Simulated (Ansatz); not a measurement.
Born–Oppenheimer molecular dynamics of a periodic cell of 24 atoms, H₄CN (host H4CN, host structure P2_1/c). It starts from an unrelaxed structure (largest force component 5.44 eV/Å).

These are results of DFT LDA, scalar-relativistic, plane waves, PAW (Ansatz 0.2.0), not measurements. Settings: accuracy low, cutoff 420 eV, k mesh 2x2x1, fermi-dirac smearing 0.002 eV, no spin polarisation.

```yaml
ensemble: NVE (velocity Verlet)
time_step: 0.5 fs
steps_asked: 200
starting_velocities_drawn_for: 2400 K
seed: 84651
```

Frames 5 fs apart, positions in Å, forces in eV/Å.

Velocities at 45.0 fs (Å/ps):

```
H 40.90 20.66 11.79
H -35.07 2.37 26.59
H -24.16 -8.44 46.09
H -37.85 48.23 -51.64
H 47.86 -0.34 -19.74
H -54.63 2.41 -76.10
H -42.29 -4.17 42.84
H 52.26 -13.56 32.81
H 18.73 -52.32 42.65
H -8.67 5.69 84.11
H -51.34 49.05 -3.92
H 52.32 41.94 4.73
H 48.81 21.17 -19.51
H -42.59 24.18 -12.78
H 10.36 -47.75 90.84
H -8.35 -51.09 -40.05
C -1.43 13.05 -1.03
C 2.45 6.49 -7.29
C -3.38 -6.11 -0.16
C 0.90 10.38 2.28
N -3.23 -1.66 -3.30
N -4.29 -1.69 9.84
N 17.55 -12.66 -2.64
N -6.35 -7.13 -10.00
```

```xyz
24
Lattice="5.0420 0.0000 0.0000 0.0000 5.1884 0.0000 -2.5906 0.0000 6.7949" Properties=species:S:1:pos:R:3:forces:R:3 time_fs=45.0 energy_less_start_eV=2.395 T=1604
H 3.052 4.641 3.741 -1.82 -1.08 0.42
H -2.511 1.823 6.691 2.93 -2.01 -1.39
H -0.074 1.021 4.140 1.39 -0.23 -1.10
H 3.798 4.540 -0.894 0.28 -1.11 0.54
H 3.553 3.238 3.885 -1.78 -0.40 0.92
H -2.343 0.485 5.501 1.94 0.69 1.91
H -0.751 1.392 2.801 2.31 -0.36 -0.48
H 4.768 4.396 0.422 -2.34 -0.30 -0.39
H 0.836 4.071 3.029 0.73 -1.40 1.29
H -0.067 1.554 6.936 6.44 11.92 6.55
H 2.457 1.290 2.950 -2.43 1.35 -0.33
H 1.654 4.089 0.753 2.03 1.70 0.41
H 0.625 2.825 4.625 1.91 1.35 -2.22
H 0.335 0.529 5.515 -1.99 1.48 1.80
H 1.155 2.029 1.660 1.25 0.23 1.41
H 3.042 5.348 1.755 -1.44 -1.58 -2.32
C 1.383 3.202 3.632 -1.62 0.33 1.01
C -0.455 0.907 6.507 -2.60 -13.86 -6.65
C 1.407 1.918 2.795 -0.82 -1.72 -0.45
C 2.611 4.854 0.689 0.60 -0.95 0.32
N 2.643 3.738 4.199 2.32 0.74 -1.88
N -1.764 1.023 6.269 -6.20 1.77 -1.19
N 0.225 0.970 3.092 -1.57 1.69 1.20
N 3.768 4.087 0.063 0.51 1.76 0.62
24
Lattice="5.0420 0.0000 0.0000 0.0000 5.1884 0.0000 -2.5906 0.0000 6.7949" Properties=species:S:1:pos:R:3:forces:R:3 time_fs=50.0 energy_less_start_eV=1.906 T=1754
H 3.024 4.607 3.837 -0.62 1.43 -0.80
H -2.386 1.653 6.691 -2.76 4.05 2.52
H 0.019 0.942 4.131 1.37 -0.53 -0.38
H 3.698 4.568 -0.920 1.09 -1.27 0.71
H 3.502 3.223 3.907 -0.19 -1.13 0.22
H -2.317 0.627 5.458 0.93 0.07 0.85
H -0.638 1.319 2.933 -0.18 0.53 -1.64
H 4.660 4.294 0.447 -0.44 0.35 -0.54
H 0.815 3.975 3.155 -0.78 1.65 -1.03
H 0.075 1.989 7.427 -1.09 -2.11 -3.58
H 2.273 1.475 2.962 3.54 -2.13 0.80
H 1.863 4.272 0.829 -3.47 -2.53 0.24
H 0.938 3.007 4.454 -3.71 -1.76 5.65
H 0.007 0.784 5.590 2.79 -0.10 -3.81
H 1.245 1.895 1.747 0.38 1.01 -0.75
H 2.963 5.085 1.596 1.53 1.86 4.13
C 1.385 3.245 3.639 3.72 -1.04 -4.52
C -0.434 0.892 6.472 -1.75 1.87 9.18
C 1.367 1.887 2.826 -3.79 1.88 0.06
C 2.632 4.899 0.677 2.09 0.10 -6.13
N 2.656 3.736 4.167 0.78 -0.42 -0.38
N -1.836 1.022 6.300 2.72 -4.01 -3.11
N 0.288 0.919 3.101 -0.61 0.65 2.42
N 3.745 4.072 0.011 -1.57 1.57 -0.12
24
Lattice="5.0420 0.0000 0.0000 0.0000 5.1884 0.0000 -2.5906 0.0000 6.7949" Properties=species:S:1:pos:R:3:forces:R:3 time_fs=55.0 energy_less_start_eV=2.428 T=1587
H 2.827 4.747 3.803 0.68 -2.01 -0.06
H -2.418 1.860 6.897 1.40 -2.54 -2.55
H 0.372 0.739 4.187 -0.87 0.00 -0.69
H 3.829 4.419 -1.021 0.22 -0.54 1.10
H 3.417 2.963 3.990 -0.56 1.88 0.19
H -2.193 0.704 5.313 0.41 1.12 2.59
H -0.554 1.343 2.745 0.80 -1.30 1.17
H 4.614 4.293 0.467 -1.17 -0.18 -1.21
H 0.688 4.165 3.099 2.15 -2.19 1.17
H 0.004 2.032 7.196 -0.98 -2.78 -2.17
H 2.504 1.358 3.082 -2.65 1.07 -0.44
H 1.658 4.179 0.907 2.10 1.88 -1.01
H 0.836 3.025 4.789 0.52 0.10 -3.09
H -0.002 1.091 5.375 -0.12 -0.66 3.25
H 1.376 1.979 1.553 -0.06 0.00 3.33
H 3.038 5.109 1.853 -0.80 0.11 -3.43
C 1.417 3.255 3.621 -4.27 0.02 2.42
C -0.421 0.901 6.556 -0.13 4.11 -0.10
C 1.293 1.879 2.874 5.20 0.44 -2.74
C 2.680 4.929 0.595 -1.69 -2.85 2.74
N 2.683 3.736 4.123 0.14 0.11 -1.54
N -1.893 1.000 6.327 -0.18 1.19 0.75
N 0.344 0.883 3.133 -1.20 1.78 -0.41
N 3.685 4.075 -0.033 1.05 1.24 0.73
24
Lattice="5.0420 0.0000 0.0000 0.0000 5.1884 0.0000 -2.5906 0.0000 6.7949" Properties=species:S:1:pos:R:3:forces:R:3 time_fs=60.0 energy_less_start_eV=1.031 T=2045
H 2.805 4.645 3.697 1.44 0.89 -0.88
H -2.310 1.778 6.736 -1.83 3.63 1.19
H 0.526 0.553 4.245 -1.57 1.07 -2.71
H 3.986 4.256 -1.091 -1.32 -0.03 1.96
H 3.361 2.964 4.072 0.85 0.67 -0.13
H -2.139 0.847 5.342 0.14 0.28 1.88
H -0.481 1.190 2.715 -0.58 -0.82 1.10
H 4.574 4.317 0.373 -1.11 -0.33 -0.49
H 0.929 4.005 3.218 -2.78 4.06 -2.97
H -0.146 1.901 6.663 1.50 4.93 3.23
H 2.233 1.440 3.126 2.31 -0.71 0.73
H 1.817 4.423 0.779 -2.51 -1.65 0.30
H 0.783 3.042 4.584 0.05 -0.02 -0.41
H 0.042 1.223 5.648 0.18 -2.02 -0.83
H 1.502 2.088 1.948 0.22 0.83 -6.12
H 2.986 5.189 1.487 1.62 0.96 3.31
C 1.383 3.256 3.643 1.52 -5.32 3.89
C -0.428 0.948 6.641 -2.91 -2.63 -3.07
C 1.310 1.880 2.882 0.86 1.06 5.12
C 2.698 4.914 0.553 -0.86 1.91 -3.02
N 2.698 3.734 4.061 -2.36 -1.78 0.38
N -1.927 0.991 6.382 3.28 -4.16 -2.42
N 0.393 0.867 3.157 -0.25 -0.05 1.51
N 3.626 4.083 -0.063 4.09 -0.76 -1.54
24
Lattice="5.0420 0.0000 0.0000 0.0000 5.1884 0.0000 -2.5906 0.0000 6.7949" Properties=species:S:1:pos:R:3:forces:R:3 time_fs=65.0 energy_less_start_eV=1.523 T=1883
H 3.054 4.560 3.438 -1.20 -1.76 0.75
H -2.355 2.010 6.620 1.16 -3.02 0.25
H 0.397 0.460 4.073 0.49 -0.50 2.39
H 3.961 4.090 -1.060 -0.91 0.55 -0.92
H 3.515 3.064 4.159 -1.73 0.66 -0.26
H -2.104 1.043 5.369 0.35 -0.97 1.65
H -0.579 0.858 2.870 1.47 0.73 -0.17
H 4.548 4.338 0.298 -0.66 -0.32 0.05
H 0.910 4.176 3.018 0.69 -2.41 1.41
H -0.041 2.465 6.757 -0.22 -3.30 0.88
H 2.367 1.400 3.305 -1.01 0.79 -0.83
H 1.621 4.430 0.691 1.83 0.12 0.39
H 0.579 3.018 4.477 0.81 0.45 0.53
H 0.159 0.997 5.763 -0.64 0.13 -0.86
H 1.583 2.228 1.724 -0.67 -1.50 2.57
H 3.168 5.398 1.510 -1.02 -1.62 -1.43
C 1.361 3.209 3.693 -1.21 2.11 -2.44
C -0.484 0.976 6.672 1.69 3.72 -2.40
C 1.358 1.908 2.925 2.81 -0.21 -1.67
C 2.693 4.925 0.487 -2.84 2.15 3.81
N 2.676 3.719 4.001 1.64 0.58 0.35
N -1.923 0.952 6.444 -1.33 3.75 -1.77
N 0.439 0.862 3.182 -2.29 0.81 -2.84
N 3.604 4.076 -0.101 2.78 -0.94 0.57
24
Lattice="5.0420 0.0000 0.0000 0.0000 5.1884 0.0000 -2.5906 0.0000 6.7949" Properties=species:S:1:pos:R:3:forces:R:3 time_fs=70.0 energy_less_start_eV=2.014 T=1724
H 3.107 4.277 3.250 -0.71 0.85 -1.02
H -2.267 1.847 6.625 -1.63 2.98 1.16
H 0.369 0.362 4.264 1.02 2.12 -2.82
H 3.782 4.067 -1.266 -0.50 0.43 3.34
H 3.484 3.136 4.208 -1.06 -0.73 0.39
H -2.082 1.015 5.341 0.15 -1.02 3.13
H -0.540 0.717 2.938 0.70 1.38 -0.85
H 4.582 4.340 0.316 -1.97 -0.49 -1.57
H 0.960 3.963 3.030 -0.82 0.56 -0.22
H -0.004 2.307 7.074 -1.05 -3.28 -1.24
H 2.515 1.422 3.385 -2.21 0.95 -1.28
H 1.604 4.367 0.715 2.16 1.08 0.02
H 0.423 3.031 4.639 2.76 0.40 -2.12
H 0.169 0.793 5.623 -1.65 1.62 1.27
H 1.544 2.101 1.845 0.17 -0.27 0.37
H 3.223 5.355 1.455 -1.38 -1.07 -1.21
C 1.336 3.194 3.693 -0.50 0.17 0.96
C -0.513 1.070 6.662 4.12 0.66 -1.74
C 1.437 1.934 2.950 0.54 -3.92 1.16
C 2.649 4.974 0.467 -0.80 -0.62 3.31
N 2.660 3.713 3.951 0.30 0.07 1.69
N -1.923 0.954 6.504 0.61 -1.03 -4.62
N 0.462 0.863 3.177 -0.40 -1.98 2.93
N 3.607 4.051 -0.132 2.15 1.13 -1.03
24
Lattice="5.0420 0.0000 0.0000 0.0000 5.1884 0.0000 -2.5906 0.0000 6.7949" Properties=species:S:1:pos:R:3:forces:R:3 time_fs=75.0 energy_less_start_eV=1.464 T=1905
H 2.973 4.039 2.936 0.00 -0.80 1.98
H -2.394 1.961 6.823 0.72 -2.72 -1.31
H 0.544 0.611 4.086 -0.38 -2.08 6.25
H 3.490 4.148 -1.113 0.34 0.21 -2.85
H 3.296 3.008 4.377 -0.79 1.00 -0.99
H -2.096 0.741 5.584 -1.01 -0.31 -1.75
H -0.477 0.860 2.772 1.52 0.47 0.68
H 4.529 4.341 0.145 0.79 0.67 -0.46
H 0.819 3.888 2.956 0.22 -0.31 1.05
H -0.070 1.692 7.278 2.66 5.87 3.75
H 2.382 1.554 3.271 5.03 -2.57 1.74
H 1.863 4.406 0.792 -3.84 -2.22 0.81
H 0.770 3.118 4.476 -4.13 -0.85 6.23
H -0.136 0.942 5.690 2.17 0.85 -3.72
H 1.531 1.919 1.896 0.25 0.85 0.04
H 3.122 5.148 1.364 1.26 1.23 2.58
C 1.310 3.180 3.702 4.58 1.56 -7.95
C -0.479 1.154 6.611 -3.97 -7.90 -0.69
C 1.512 1.898 2.999 -6.92 -0.52 -2.54
C 2.593 5.016 0.487 3.91 -0.90 -2.53
N 2.647 3.721 3.918 0.71 0.93 -0.52
N -1.919 0.970 6.526 -0.76 4.49 3.15
N 0.488 0.841 3.205 -0.16 2.13 -6.23
N 3.620 4.035 -0.165 -2.17 0.92 3.29
24
Lattice="5.0420 0.0000 0.0000 0.0000 5.1884 0.0000 -2.5906 0.0000 6.7949" Properties=species:S:1:pos:R:3:forces:R:3 time_fs=80.0 energy_less_start_eV=3.472 T=1238
H 2.891 3.743 2.894 1.53 0.31 0.01
H -2.483 1.790 6.840 -1.16 1.96 -0.02
H 0.607 0.653 4.404 -1.56 0.36 -3.64
H 3.334 4.245 -1.269 1.11 -0.62 2.92
H 3.093 2.953 4.418 0.18 1.12 -0.87
H -2.272 0.467 5.511 1.01 2.09 3.54
H -0.330 1.089 2.674 0.04 -0.36 1.16
H 4.677 4.492 -0.055 -3.23 -0.80 -0.30
H 0.655 3.890 2.969 1.26 -1.08 1.38
H 0.059 1.815 7.641 -1.79 -0.44 -3.83
H 2.726 1.378 3.337 -3.11 0.93 -0.53
H 1.652 4.258 0.919 1.83 2.18 -1.48
H 0.780 3.074 4.838 1.07 -0.35 -3.60
H -0.157 1.357 5.350 0.30 -0.42 3.10
H 1.585 1.916 1.824 0.21 0.22 1.92
H 3.170 5.167 1.641 -1.50 0.28 -2.88
C 1.327 3.178 3.646 -2.59 0.14 2.20
C -0.471 1.130 6.570 0.52 0.15 2.16
C 1.509 1.827 3.031 2.27 -1.18 -2.11
C 2.590 5.021 0.487 1.68 -4.02 2.95
N 2.628 3.747 3.883 -0.40 -0.12 0.62
N -1.921 1.028 6.583 0.59 -3.37 -3.91
N 0.533 0.837 3.201 1.04 -0.45 2.94
N 3.592 4.039 -0.171 0.72 3.47 -1.73
24
Lattice="5.0420 0.0000 0.0000 0.0000 5.1884 0.0000 -2.5906 0.0000 6.7949" Properties=species:S:1:pos:R:3:forces:R:3 time_fs=85.0 energy_less_start_eV=1.054 T=2043
H 3.107 3.489 2.932 -0.30 1.28 1.02
H -2.692 1.837 6.788 2.66 -1.01 -0.32
H 0.340 0.730 4.119 -1.37 -0.71 5.80
H 3.321 4.233 -1.097 -1.78 -0.57 -3.66
H 2.990 2.992 4.402 0.54 0.81 0.46
H -2.307 0.511 6.023 -3.20 -5.57 -6.12
H -0.229 1.293 2.779 -0.05 -1.21 0.27
H 4.362 4.569 -0.306 4.46 2.04 0.89
H 0.619 3.784 3.177 -1.48 1.42 -1.73
H -0.164 1.896 7.212 0.46 1.38 1.00
H 2.495 1.360 3.321 1.44 -0.32 0.94
H 1.735 4.496 0.758 -2.55 -1.75 0.31
H 0.931 2.952 4.595 -0.70 -0.22 1.21
H -0.053 1.679 5.497 -0.34 -2.31 2.18
H 1.686 1.982 2.038 0.19 0.03 -3.14
H 2.959 5.271 1.413 2.04 1.26 3.88
C 1.318 3.168 3.624 1.68 -2.87 1.12
C -0.459 1.105 6.580 -1.53 0.43 -1.49
C 1.544 1.740 3.030 1.26 3.27 1.42
C 2.620 4.958 0.531 1.08 0.97 -5.47
N 2.602 3.785 3.843 1.37 -1.35 -1.36
N -1.920 1.061 6.597 1.85 6.82 5.84
N 0.591 0.822 3.234 -2.53 -0.36 -6.26
N 3.564 4.087 -0.183 -3.18 -1.48 3.22
```

Of the whole run (100 fs, mean temperature of the second half 1728 K): The conserved energy stayed within 2.3 meV per atom of its start (net change 0.71 meV per atom), so there is no drift, though single steps change it by up to 50 meV in the whole system, a sign of fast motions only just resolved. A run of 0.1 ps of so small a system gives no equilibrium averages. The smearing is very narrow for this mesh. Limits of this set-up: coarse k mesh, low accuracy level.

The run took 4.2 min on 1 thread of Arm Neoverse V1 (shared host), peak memory 0.38 GiB.
